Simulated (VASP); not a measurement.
## Input and output of a VASP PBE single-point calculation on CaF$_{2}$ (fluorite)

INCAR

```
ISMEAR = -1
NSW = 0
ISIF = 2
NBANDS = 19
ENCUT = 520
SIGMA = 0.02
GGA = PE
IBRION = -1
LASPH = .TRUE.
LCHARG = .FALSE.
NELM = 120
LWAVE = .FALSE.
PREC = Accurate
LREAL = .FALSE.
EDIFF = 1E-7
```

KPOINTS

```
KPOINTS created by Atomic Simulation Environment
0
Gamma
8 8 8
0 0 0
```

KPOINTS_OPT

```
special points
7
Reciprocal
0.0000000000 0.0000000000 0.0000000000 1
0.5000000000 0.0000000000 0.5000000000 1
0.6250000000 0.2500000000 0.6250000000 1
0.3750000000 0.3750000000 0.7500000000 1
0.5000000000 0.5000000000 0.5000000000 1
0.5000000000 0.2500000000 0.7500000000 1
0.0000000000 0.5000000000 0.5000000000 1
```

POSCAR

```
Ca F
 1.0000000000000000
     0.0000000000000000    2.7195929738512286    2.7195929738512286
     2.7195929738512286   -0.0000000000000000    2.7195929738512286
     2.7195929738512286    2.7195929738512286   -0.0000000000000000
 Ca  F
   1   2
Cartesian
 -0.0000000000000000 -0.0000000000000000  0.0000000000000000
  1.3597964869256143  1.3597964869256143  1.3597964869256143
  4.0793894607768433  4.0793894607768433  4.0793894607768433
```

VASP ran with the recommended PBE PAW datasets (24 valence electrons in the cell).

Command

```
mpirun -np 1 vasp_std
```

From OUTCAR

```
k-points           NKPTS =     29   k-points in BZ     NKDIM =     29   number of bands    NBANDS=     19

   NELECT =      24.0000    total number of electrons

   dimension x,y,z NGX =    30 NGY =   30 NGZ =   30
   dimension x,y,z NGXF=    60 NGYF=   60 NGZF=   60

  energy-cutoff  :      520.00
  volume of cell :       40.23
      direct lattice vectors                 reciprocal lattice vectors
     0.000000000  2.719592974  2.719592974    -0.183851041  0.183851041  0.183851041
     2.719592974  0.000000000  2.719592974     0.183851041 -0.183851041  0.183851041
     2.719592974  2.719592974  0.000000000     0.183851041  0.183851041 -0.183851041

 k-points in reciprocal lattice and weights: KPOINTS created by Atomic Simulation Env
   0.00000000  0.00000000  0.00000000       0.002
   0.12500000  0.00000000  0.00000000       0.016
   0.25000000  0.00000000  0.00000000       0.016
   0.37500000  0.00000000  0.00000000       0.016
   0.50000000  0.00000000  0.00000000       0.008
   0.12500000  0.12500000  0.00000000       0.012
   0.25000000  0.12500000  0.00000000       0.047
   0.37500000  0.12500000  0.00000000       0.047
   ...

 E-fermi :  -0.4310

 k-point     1 :       0.0000    0.0000    0.0000
  band No.  band energies     occupation
      1     -36.8662      2.00000
      2     -20.8655      2.00000
      3     -20.0753      2.00000
      4     -17.8052      2.00000
      5     -17.8052      2.00000
      6     -17.8052      2.00000
      7      -3.0495      2.00000
      8      -3.0495      2.00000
      9      -3.0495      2.00000
     10      -1.1584      2.00000
     11      -1.1583      2.00000
     12      -1.1583      2.00000
     13       6.4525      0.00000
     14       8.3136      0.00000
     15       8.3136      0.00000
     16      10.4252      0.00000
     17      10.4252      0.00000
     18      10.4252      0.00000
     19      16.1513      0.00000

 k-point     2 :       0.1250    0.0000    0.0000
  band No.  band energies     occupation
      1     -36.8609      2.00000
      2     -20.9064      2.00000
      3     -20.1154      2.00000
      4     -17.8117      2.00000
      5     -17.8117      2.00000
      6     -17.7354      2.00000
      7      -2.9777      2.00000
      8      -2.9777      2.00000
      9      -2.9181      2.00000
     10      -1.3416      2.00000
     11      -1.2310      2.00000
     12      -1.2310      2.00000
     13       6.8548      0.00000
     14       8.3476      0.00000
     15       8.3476      0.00000
     16      10.2732      0.00000
     17      10.3839      0.00000
     18      10.3839      0.00000
     19      15.4374      0.00000

 k-point     3 :       0.2500    0.0000    0.0000
  band No.  band energies     occupation
      1     -36.8482      2.00000
      2     -20.9751      2.00000
      3     -20.2469      2.00000
      4     -17.8273      2.00000
      5     -17.8273      2.00000
      6     -17.5593      2.00000
      7      -2.7895      2.00000
      8      -2.7895      2.00000
      9      -2.6067      2.00000
     10      -1.7260      2.00000
     11      -1.4155      2.00000
     12      -1.4155      2.00000
     13       7.7611      0.00000
     14       8.4280      0.00000
     15       8.4280      0.00000
     16      10.0324      0.00000
     17      10.2843      0.00000
     18      10.2843      0.00000
     19      14.1615      0.00000

 k-point     4 :       0.3750    0.0000    0.0000
  band No.  band energies     occupation
      1     -36.8355      2.00000
      2     -21.0001      2.00000
      3     -20.4223      2.00000
      4     -17.8428      2.00000
      5     -17.8428      2.00000
      6     -17.3767      2.00000
      7      -2.5628      2.00000
      8      -2.5628      2.00000
      9      -2.3083      2.00000
     10      -2.0487      2.00000
     11      -1.6306      2.00000
     12      -1.6306      2.00000
     13       8.5055      0.00000
     14       8.5055      0.00000
     15       8.5659      0.00000
     16       9.9757      0.00000
     17      10.1853      0.00000
     18      10.1853      0.00000
     19      13.2133      0.00000

 k-point     5 :       0.5000    0.0000    0.0000
  band No.  band energies     occupation
      1     -36.8302      2.00000
      2     -20.9923      2.00000
      3     -20.5121      2.00000
      4     -17.8492      2.00000
      5     -17.8492      2.00000
      6     -17.3001      2.00000
      7      -2.4425      2.00000
      8      -2.4425      2.00000
      9      -2.2051      2.00000
     10      -2.1528      2.00000
     11      -1.7438      2.00000
     12      -1.7438      2.00000
     13       8.5364      0.00000
     14       8.5364      0.00000
     15       8.9257      0.00000
     16       9.8964      0.00000
     17      10.1447      0.00000
     18      10.1447      0.00000
     19      12.9609      0.00000

 k-point     6 :       0.1250    0.1250    0.0000
  band No.  band energies     occupation
      1     -36.8592      2.00000
      2     -20.9233      2.00000
      3     -20.1221      2.00000
      4     -17.8214      2.00000
      5     -17.8214      2.00000
      6     -17.7000      2.00000
      7      -2.9996      2.00000
      8      -2.9996      2.00000
      9      -2.7754      2.00000
     10      -1.6067      2.00000
     11      -1.1490      2.00000
     12      -1.1490      2.00000
     13       6.9876      0.00000
     14       8.2735      0.00000
     15       8.4352      0.00000
     16      10.2282      0.00000
     17      10.3572      0.00000
     18      10.3572      0.00000
     19      15.8026      0.00000

 k-point     7 :       0.2500    0.1250    0.0000
  band No.  band energies     occupation
      1     -36.8490      2.00000
      2     -20.9859      2.00000
      3     -20.2170      2.00000
      4     -17.8393      2.00000
      5     -17.8170      2.00000
      6     -17.5736      2.00000
      7      -2.8898      2.00000
      8      -2.8799      2.00000
      9      -2.4376      2.00000
     10      -2.0319      2.00000
     11      -1.2489      2.00000
     12      -1.2169      2.00000
     13       7.6687      0.00000
     14       8.3252      0.00000
     15       8.5573      0.00000
     16       9.9446      0.00000
     17      10.2722      0.00000
     18      10.3141      0.00000
     19      14.8523      0.00000

 k-point     8 :       0.3750    0.1250    0.0000
  band No.  band energies     occupation
      1     -36.8363      2.00000
      2     -21.0106      2.00000
      3     -20.3986      2.00000
      4     -17.8548      2.00000
      5     -17.7905      2.00000
      6     -17.4274      2.00000
      7      -2.7169      2.00000
      8      -2.6952      2.00000
      9      -2.3766      2.00000
     10      -2.0437      2.00000
     11      -1.4496      2.00000
     12      -1.4052      2.00000
     13       8.0352      0.00000
     14       8.6377      0.00000
     15       8.7751      0.00000
     16       9.7445      0.00000
     17      10.1779      0.00000
     18      10.4394      0.00000
     19      13.7629      0.00000

 k-point     9 :       0.5000    0.1250    0.0000
  band No.  band energies     occupation
      1     -36.8285      2.00000
      2     -20.9761      2.00000
      3     -20.5640      2.00000
      4     -17.8590      2.00000
      5     -17.7722      2.00000
      6     -17.3384      2.00000
      7      -2.7021      2.00000
      8      -2.4751      2.00000
      9      -2.4668      2.00000
     10      -1.8072      2.00000
     11      -1.6595      2.00000
     12      -1.5471      2.00000
     13       8.1612      0.00000
     14       8.6298      0.00000
     15       8.9620      0.00000
     16       9.7165      0.00000
     17      10.1271      0.00000
     18      10.7850      0.00000
     19      13.1605      0.00000

 k-point    10 :      -0.3750    0.1250    0.0000
  band No.  band energies     occupation
      1     -36.8303      2.00000
      2     -20.9751      2.00000
      3     -20.5400      2.00000
      4     -17.8494      2.00000
      5     -17.7692      2.00000
      6     -17.3697      2.00000
      7      -2.7931      2.00000
      8      -2.3601      2.00000
      9      -2.3558      2.00000
     10      -1.9467      2.00000
     11      -1.8400      2.00000
     12      -1.3766      2.00000
     13       8.1800      0.00000
     14       8.5435      0.00000
     15       8.9485      0.00000
     16       9.7185      0.00000
     17      10.1503      0.00000
     18      10.7252      0.00000
     19      13.2878      0.00000

 ...

  Total        0.9113523      0.9113523      0.9113523      0.0000000     -0.0000000     -0.0000000
  in kB       36.2956968     36.2956968     36.2956968      0.0000000     -0.0000000     -0.0000000
  external PRESSURE =      36.2956968 kB  Pullay stress =       0.0000000 kB

 POSITION                                       TOTAL-FORCE (eV/Angst)
 -----------------------------------------------------------------------------------
      0.00000      0.00000      0.00000        -0.000000     -0.000000     -0.000000
      1.35980      1.35980      1.35980         0.000000      0.000000     -0.000000
      4.07939      4.07939      4.07939         0.000000     -0.000000      0.000000
 -----------------------------------------------------------------------------------
    total drift:                                0.000000     -0.000000      0.000000

  FREE ENERGIE OF THE ION-ELECTRON SYSTEM (eV)
  ---------------------------------------------------
  free  energy   TOTEN  =       -17.3181621474 eV

  energy  without entropy=      -17.3181621474  energy(sigma->0) =      -17.31816215
```

```json
{"gap between bands v and c": "7.35 eV", "least direct gap": "7.61 eV", "pressure": "3.6 GPa"}
```

Band v is the last that the valence electrons fill when counted band by band, and c is the next.

The run took about 37 s on one core of a shared host (Intel Xeon Platinum 8488C) and held 0.19 GiB at most.
